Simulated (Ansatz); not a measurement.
# Y (P6_3/mmc) in Ansatz: a series of runs

Runs on Y. Level: PBE. Tasks: single point, equation of state.

All numbers are computed with Ansatz 0.2.0; they aren't measurements. Logs are shortened: lines on timing, memory, paths and dates and some standing lists are left out, and cuts for length are marked.

## (1) The crystal as given

The structure is hexagonal, space group P6_3/mmc (No. 194). Conventional cell: a = 3.647 Å, b = 3.647 Å, c = 5.731 Å, α = 90.00°, β = 90.00°, γ = 120.00°. Y (site symmetry -6m2) is surrounded by 12 Y at 3.56 to 3.65 Å.

## (2) Single point, PBE, 31.03 Å³/atom (volume scaled by 0.94)

File input.yaml:

```yaml
crystal:
  lattice:
    - [3.5729423729, 0.0, 0.0]
    - [-1.7864711865, 3.0942588613, 0.0]
    - [0.0, 0.0, 5.6136161546]
  atoms:
    - { symbol: "Y", position: [0.6666666667, 0.3333333333, 0.75] }
    - { symbol: "Y", position: [0.3333333333, 0.6666666667, 0.25] }
hamiltonian:
  xc: pbe
  pseudopotentials: { kind: nc }
kpoints:
  mp_grid: { grid: [8, 8, 5] }
scf:
  occupations: { method: fermi_dirac, width: 0.05 }
output:
  forces: true
  stress: true
  eigenvalues: true
```

Potentials or basis: Ansatz NC.

Launch:

```console
> ansatz run input.yaml --threads 2 --pin off --max-ram 5632MiB --backend cpu --events-out ev --progress --plain --runs-dir out
```

The program printed:

```text
Warning: RAYON_NUM_THREADS=2 ignored (pool sized by the plan → 2); use --threads N
Engine: ansatz 0.2.0, aarch64-unknown-linux-gnu
Pseudopotentials: kind: nc
Pseudopotential: Y, nc, valence charge 11, recommended cutoff 979.609905 eV (normal), Y.nc.azcp
Functional definition: PBE
  parameter kappa = 0.804
  parameter beta = 0.06672455060314922
  exchange = pbe_x(kappa = kappa, mu = beta*pi^2/3)
  correlation = pbe_c(beta = beta)
Crystal: 2 atoms, lattice volume = 62.062 Å³
Basis set: ecut = 979.609905 eV, 4271 PW (Γ), exchange–correlation on 80×80×120 points (8 copies of the dense FFT grid, shifted against one another)
Bands: 15, of which v1, the nominal top of the filled ones, is band 11 counted from 1 (10 counted from 0)
Symmetry: 24 space group operations
Space group: P63/mmc (ITA 194), of the structure as read, at distance tolerance 4.0e-5 Å
k-points: 30 of 320
Non-local potential: Y, projectors of the file, l = 0: 2, l = 1: 2, l = 2: 2
Initial density: superposition of atomic densities (chi_scale 0.1, normalization cell)
Initial wavefunctions: pseudopotential atomic-orbital guess
Functional: x = pbe(κ = 0.804, μ = 0.2195149727645171), c = pbe(β = 0.06672455060314922)
SCF iter   1: F=—  HF=-2219.858376 eV  |F-HF|=—  |Δ(HF+E_count)|=         —  Δρ=1.29e-2  dr2=1.59e-1  ethr=3.10e-3  ⟨swp⟩=6.5  Hψ=2392  notcnv=0
preconditioner: auto → Kerker (q_TF=auto, 2.295 Å⁻¹)  [metal: Δε(μ)=0.070 eV  Ē_g=2.649 eV  σ=0.050 eV  W_gap=0.31  n_scr=10 (ndim 8)  ℏωp=11.5 eV  f_vac=0.000  D(μ)=5.02/eV (n_scr^D=54)]
SCF iter   2: F=—  HF=-2219.833713 eV  |F-HF|=—  |Δ(HF+E_count)|=   2.47e-2  Δρ=8.45e-3  dr2=6.79e-2  ethr=7.21e-4  ⟨swp⟩=2.4  Hψ=800  notcnv=0
SCF iter   3: F=—  HF=-2219.819605 eV  |F-HF|=—  |Δ(HF+E_count)|=   1.41e-2  Δρ=1.29e-3  dr2=6.42e-4  ethr=3.09e-4  ⟨swp⟩=3.0  Hψ=937  notcnv=0
SCF iter   4: F=—  HF=-2219.819606 eV  |F-HF|=—  |Δ(HF+E_count)|=   2.54e-7  Δρ=2.23e-4  dr2=2.85e-5  ethr=2.92e-6  ⟨swp⟩=2.2  Hψ=784  notcnv=0
SCF iter   5: F=—  HF=-2219.819668 eV  |F-HF|=—  |Δ(HF+E_count)|=   6.21e-5  Δρ=3.84e-5  dr2=9.87e-7  ethr=1.29e-7  ⟨swp⟩=2.3  Hψ=809  notcnv=0
SCF iter   6: F=-2219.819668 eV  HF=-2219.819668 eV  |F-HF|=2.69e-8  |Δ(HF+E_count)|=   2.64e-7  Δρ=7.76e-6  dr2=4.91e-8  ethr=4.55e-10  ⟨swp⟩=8.2  Hψ=2804  notcnv=0
SCF 1 converged in 6 iterations: F = -2219.819668 eV  dr2 = 4.91e-8
SCF converged after 6 iterations
Free energy (F): -2219.819668 eV
Harris-Foulkes:  -2219.819668 eV  (|F-HF|=2.69e-8)
Internal energy: -2219.779921 eV  (E = F + TS)
E sigma→0 (E₀):  -2219.799794 eV
Entropy (-TS):   -0.039747 eV (-19.874 meV/atom)
Fermi energy:    10.178229 eV
--- Per-component energies (eV) ---
  E_band       = -222.634731
  E_kinetic    = 629.446280
  E_local      = -1551.609943  (includes V_loc(G=0)·N_el)
  E_nonlocal   = 391.113819
  E_hartree    = 345.577313
  E_xc         = -433.274973
  E_vxc        = -382.745879  (∫ρ·V_xc dr)
  E_ewald      = -1601.032417
  E_smearing   = -0.039747  (= −TS)
  E_closure    = 0.000000  (closes the sum)
  Σ components = -2219.819668   (vs F -2219.819668, Δ=0.00e0)
--- Forces (eV/Å), atoms counted from 1 ---
  atom   1  Y      0.00000000    -0.00000000     0.00000000
  atom   2  Y     -0.00000000     0.00000000     0.00000000
  max |Σ_I F_I| component: 9.25e-18 eV/Å
--- Stress (GPa, compression-positive) ---
        2.661238       0.000000       0.000000
        0.000000       2.661238       0.000000
        0.000000       0.000000       2.376485
  P = ⅓ Tr σ = 2.5663 GPa (25.663 kbar)
--- Band table (eV; the first three rows and the last of 30) ---
  k-point 0: bands = ["-32.3148", "-32.2209", "-12.6798", "-12.1033", "-12.1033", "-11.9977", "-11.9977", "-11.9618", "5.4651", "8.2620", "11.2451", "11.9974", "11.9974", "12.3093", "12.6469"]
  k-point 1: bands = ["-32.3060", "-32.2300", "-12.6152", "-12.0933", "-12.0933", "-12.0347", "-12.0079", "-12.0079", "5.7387", "8.0922", "11.0110", "11.8766", "11.8766", "12.0468", "12.4277"]
  k-point 2: bands = ["-32.2827", "-32.2536", "-12.4424", "-12.2210", "-12.0671", "-12.0671", "-12.0344", "-12.0344", "6.4812", "7.4275", "10.9689", "11.4512", "11.8398", "11.8398", "12.0539"]
  k-point 29: bands = ["-32.2195", "-32.2156", "-12.5502", "-12.5286", "-12.3646", "-12.2986", "-12.1074", "-12.0838", "9.2100", "9.4441", "10.1404", "10.1797", "10.7615", "10.7762", "12.7691"]
```

Run time: 2.1 s. Hardware: 2 threads of Arm Neoverse V1, shared host; peak memory 0.36 GiB.

Results:

| Quantity | Value |
| --- | --- |
| Free energy | -2219.8197 eV |
| Pressure | 2.6 GPa |
| Band gap on the k mesh | none (metal or under the smearing width) |

## (3) Single point, PBE, 31.69 Å³/atom (volume scaled by 0.96)

input.yaml, as its differences from that of step 2:

```diff
@@ -2,5 +2,5 @@
   lattice:
-    - [3.5729423729, 0.0, 0.0]
-    - [-1.7864711865, 3.0942588613, 0.0]
-    - [0.0, 0.0, 5.6136161546]
+    - [3.598104768, 0.0, 0.0]
+    - [-1.799052384, 3.1160501346, 0.0]
+    - [0.0, 0.0, 5.6531499653]
   atoms:
```

Potentials or basis: Ansatz NC.

Launch:

```console
> ansatz run input.yaml --threads 2 --pin off --max-ram 5632MiB --backend cpu --events-out ev --progress --plain --runs-dir out
```

Run time: 2.4 s. Hardware: 2 threads of Arm Neoverse V1, shared host; peak memory 0.37 GiB.

It converged, with:

```
Free energy            : -2219.8368 eV
Pressure               : 1.6 GPa
Band gap on the k mesh : none (metal or under the smearing width)
```

## (4) Single point, PBE, 32.35 Å³/atom (volume scaled by 0.98)

input.yaml, as its differences from that of step 3:

```diff
@@ -2,5 +2,5 @@
   lattice:
-    - [3.598104768, 0.0, 0.0]
-    - [-1.799052384, 3.1160501346, 0.0]
-    - [0.0, 0.0, 5.6531499653]
+    - [3.6229200678, 0.0, 0.0]
+    - [-1.8114600339, 3.1375408146, 0.0]
+    - [0.0, 0.0, 5.6921384384]
   atoms:
@@ -19 +19,5 @@
   eigenvalues: true
+  write_density: true
+  write_potential: true
+  elf: true
+  volumetric_format: npy
```

Launch:

```console
> ansatz run input.yaml --threads 2 --pin off --max-ram 5632MiB --backend cpu --events-out ev --progress --plain --runs-dir out
```

Run time: 3.9 s. Hardware: 2 threads of Arm Neoverse V1, shared host; peak memory 0.38 GiB.

It converged, with:

```yaml
Free_energy: -2219.8463 eV
Pressure: 0.7 GPa
Band_gap_on_the_k_mesh: none (metal or under the smearing width)
```

## (5) Single point, PBE, 33.01 Å³/atom

input.yaml, as its differences from that of step 4:

```diff
@@ -2,5 +2,5 @@
   lattice:
-    - [3.6229200678, 0.0, 0.0]
-    - [-1.8114600339, 3.1375408146, 0.0]
-    - [0.0, 0.0, 5.6921384384]
+    - [3.6474, 0.0, 0.0]
+    - [-1.8237, 3.1587410578, 0.0]
+    - [0.0, 0.0, 5.7306]
   atoms:
```

Launch:

```console
> ansatz run input.yaml --threads 2 --pin off --max-ram 5632MiB --backend cpu --events-out ev --progress --plain --runs-dir out
```

It took 4 s on 2 threads of Arm Neoverse V1, shared host; peak memory 0.38 GiB.

Results (log left out):

* Free energy: -2219.8487 eV
* Pressure: -0.1 GPa
* Band gap on the k mesh: none (metal or under the smearing width)

## (6) Single point, PBE, 33.67 Å³/atom (volume scaled by 1.02)

input.yaml, as its differences from that of step 5:

```diff
@@ -2,5 +2,5 @@
   lattice:
-    - [3.6474, 0.0, 0.0]
-    - [-1.8237, 3.1587410578, 0.0]
-    - [0.0, 0.0, 5.7306]
+    - [3.6715556708, 0.0, 0.0]
+    - [-1.8357778354, 3.1796604824, 0.0]
+    - [0.0, 0.0, 5.7685520994]
   atoms:
```

Potentials or basis: Ansatz NC.

Launch:

```console
> ansatz run input.yaml --threads 2 --pin off --max-ram 5632MiB --backend cpu --events-out ev --progress --plain --runs-dir out
```

Wall time 3.6 s (2 threads of Arm Neoverse V1, shared host); peak memory 0.38 GiB.

The run converged. Its results:

```
Free energy            : -2219.8446 eV
Pressure               : -0.9 GPa
Band gap on the k mesh : none (metal or under the smearing width)
```

## (7) Single point, PBE, 34.33 Å³/atom (volume scaled by 1.04)

input.yaml, as its differences from that of step 6:

```diff
@@ -2,5 +2,5 @@
   lattice:
-    - [3.6715556708, 0.0, 0.0]
-    - [-1.8357778354, 3.1796604824, 0.0]
-    - [0.0, 0.0, 5.7685520994]
+    - [3.6953976095, 0.0, 0.0]
+    - [-1.8476988047, 3.2003082069, 0.0]
+    - [0.0, 0.0, 5.8060112795]
   atoms:
@@ -19,5 +19 @@
   eigenvalues: true
-  write_density: true
-  write_potential: true
-  elf: true
-  volumetric_format: npy
```

Launch:

```console
> ansatz run input.yaml --threads 2 --pin off --max-ram 5632MiB --backend cpu --events-out ev --progress --plain --runs-dir out
```

It took 2.5 s on 2 threads of Arm Neoverse V1, shared host; peak memory 0.37 GiB.

The run converged. Its results:

```
Free energy            : -2219.8343 eV
Pressure               : -1.6 GPa
Band gap on the k mesh : none (metal or under the smearing width)
```

## (8) Single point, PBE, 34.99 Å³/atom (volume scaled by 1.06)

input.yaml, as its differences from that of step 7:

```diff
@@ -2,5 +2,5 @@
   lattice:
-    - [3.6953976095, 0.0, 0.0]
-    - [-1.8476988047, 3.2003082069, 0.0]
-    - [0.0, 0.0, 5.8060112795]
+    - [3.7189358085, 0.0, 0.0]
+    - [-1.8594679043, 3.2206928852, 0.0]
+    - [0.0, 0.0, 5.8429932402]
   atoms:
```

Launch:

```console
> ansatz run input.yaml --threads 2 --pin off --max-ram 5632MiB --backend cpu --events-out ev --progress --plain --runs-dir out
```

Run time: 2.5 s. Hardware: 2 threads of Arm Neoverse V1, shared host; peak memory 0.38 GiB.

It converged, with:

- Free energy: -2219.8185 eV
- Pressure: -2.2 GPa
- Band gap on the k mesh: none (metal or under the smearing width)

## (9) Equation of state, PBE

Potentials or basis: Ansatz NC.

No new run: the results of the series are fitted here.

What came out:

| Quantity | Value |
| --- | --- |
| Equilibrium volume | 32.92 Å³/atom |
| Bulk modulus at fixed shape and positions | 40 GPa |
| Pressure derivative of the bulk modulus | 2.8 |

Energy against volume, from the lowest point:
```tsv
volume (Å³/atom)	energy (meV/atom)
31.031	14.54
31.691	5.96
32.351	1.21
33.012	0.00
33.672	2.08
34.332	7.20
34.992	15.13
```

Caveat: the cell was scaled at fixed shape and fractional positions, which overstates the stiffness of a crystal with free parameters, most of all of layers and chains.
